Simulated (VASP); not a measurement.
Here is a VASP 6.6.1 calculation.

File INCAR:

```
PREC = Accurate ; ENCUT = 600
EDIFF = 1E-7 ; ISMEAR = -1
SIGMA = 0.05 ; LREAL = F
LASPH = T ; NELM = 100
ALGO = Normal ; ISIF = 3
LWAVE = F ; LCHARG = F
GGA = RP ; IBRION = 2
NSW = 60 ; EDIFFG = -0.01
```

The input KPOINTS:

```
regular mesh
0
Gamma
  10 10 6
```

File POSCAR:

```
Ta2N
1.0
    3.1128615060      0.0000000000      0.0000000000
   -1.5564307530      2.6958171426      0.0000000000
    0.0000000000      0.0000000000      4.8698410000
Ta N
2 1
Direct
    0.3333333333      0.6666666667      0.2547110000
    0.6666666667      0.3333333333      0.7452890000
    0.0000000000      0.0000000000      0.0000000000
```

Potentials or basis: VASP PAW PBE potentials, release 64 (Ta_pv, N).

Run with:

```console
$ cat potpaw_PBE.64/Ta_pv/POTCAR potpaw_PBE.64/N/POTCAR > POTCAR
$ mpirun -np 1 vasp_std > vasp.out
```

Q: Estimate the relaxed cell.

A: a = 3.112 Å, b = 3.112 Å, c = 4.920 Å, α = 90.00°, β = 90.00°, γ = 120.00°.

Q: Predict the relaxed volume.

A: 13.76 Å³/atom.

Q: Estimate the band gap on the k mesh.

A: None (metal or under the smearing width).

Q: Estimate the space group after relaxing (to 0.05 Å).

A: P-3m1 (No. 164).

The path:
| step | energy change (eV) | largest force (eV/Å) | pressure (GPa) | volume (Å³) |
| --- | --- | --- | --- | --- |
| 1 | 0.0000 | 0.1388 | 3.00 | 40.87 |
| 2 | 0.0192 | 0.1563 | -6.87 | 42.39 |
| 3 | -0.0047 | 0.0447 | -0.21 | 41.33 |
| 4 | -0.0056 | 0.0272 | -0.14 | 41.30 |
| 5 | -0.0059 | 0.0061 | -0.06 | 41.28 |

Caveat: the PAW data sets were made with another functional, which shifts forces and pressure a little. Spin-orbit coupling is left out, which matters for the levels of Ta.
